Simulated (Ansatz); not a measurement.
# Cd3HgTe4: the cost of one run

Program: Ansatz 0.2.0. Level of theory: DFT r2SCAN, scalar-relativistic, plane waves, PAW. These are calculated values, not measurements.

2 further runs of the same task are left out: 2 that didn't finish. Runs told in other sessions of the task aren't counted.

### 1 The starting structure

It takes space group P-43m (No. 215, cubic). Conventional cell: a = 6.629 Å, b = 6.629 Å, c = 6.629 Å, α = 90.00°, β = 90.00°, γ = 90.00°. Cd (site symmetry -42m) is surrounded by 4 Te at 2.87 Å. Hg (site symmetry -43m) has 4 Te at 2.88 Å in its first shell of neighbours. Te (site symmetry 3m) is surrounded by 3 Cd at 2.87 Å and 1 Hg at 2.88 Å.

As a file:

```
CELL_PARAMETERS angstrom
6.62934 0.00000 0.00000
0.00000 6.62934 0.00000
0.00000 0.00000 6.62934
ATOMIC_POSITIONS crystal
Cd 0.00000 0.50000 0.50000
Cd 0.50000 0.00000 0.50000
Cd 0.50000 0.50000 0.00000
Hg 0.00000 0.00000 0.00000
Te 0.74905 0.74905 0.25095
Te 0.74905 0.25095 0.74905
Te 0.25095 0.74905 0.74905
Te 0.25095 0.25095 0.25095
```

It is the end of an earlier relaxation with the same method, from a generated guess; it needn't be the stable form of this composition. At a tolerance of 0.02 Å it has space group P-43m (No. 215); it has 36.42 Å³/atom, an uncorrected energy of -0.39 eV/atom over the elements and, on its mesh, gap 0.18 eV.

### 2 The same geometry with r2SCAN

input.yaml

```yaml
crystal:
  lattice:
    - [6.6293392, 0.0, 0.0]
    - [0.0, 6.6293392, 0.0]
    - [0.0, 0.0, 6.6293392]
  atoms:
    - { symbol: Cd, position: [0.0, 0.5, 0.5] }
    - { symbol: Cd, position: [0.5, 0.0, 0.5] }
    - { symbol: Cd, position: [0.5, 0.5, 0.0] }
    - { symbol: Hg, position: [0.0, 0.0, 0.0] }
    - { symbol: Te, position: [0.749052, 0.749052, 0.250948] }
    - { symbol: Te, position: [0.749052, 0.250948, 0.749052] }
    - { symbol: Te, position: [0.250948, 0.749052, 0.749052] }
    - { symbol: Te, position: [0.250948, 0.250948, 0.250948] }
basis:
  ecutwfc: 500
kpoints:
  mp_grid: { grid: [6, 6, 6] }
  band_path:
    path:
      - [[0.0, 0.0, 0.0], [0.0, 0.5, 0.0], [0.5, 0.5, 0.0], [0.0, 0.0, 0.0], [0.5, 0.5, 0.5], [0.0, 0.5, 0.0]]
      - [[0.5, 0.5, 0.5], [0.5, 0.5, 0.0]]
    npoints: 14
hamiltonian:
  xc: r2scan
scf:
  occupations: { method: gaussian, width: 0.01 }
  n_extra_bands: 20
output:
  forces: true
  stress: true
  eigenvalues: true
  populations: true
  dos: { projected: true, de: 0.02, nscf_kmesh: { grid: [8, 8, 8] } }
  bader: true
  write_density: true
  write_potential: true
  elf: true
  volumetric_format: npy
```

The run is started by

```console
$ ansatz run input.yaml --threads 4 --pin off --max-ram 8192MiB --backend cpu --events-out ev --progress --plain --runs-dir out
```

**Question.** How long does this run take on 4 threads of AMD EPYC 9R45 (Zen 5), shared host, and how much memory does it need?

About 50 s, with a peak of 2.6 GiB.
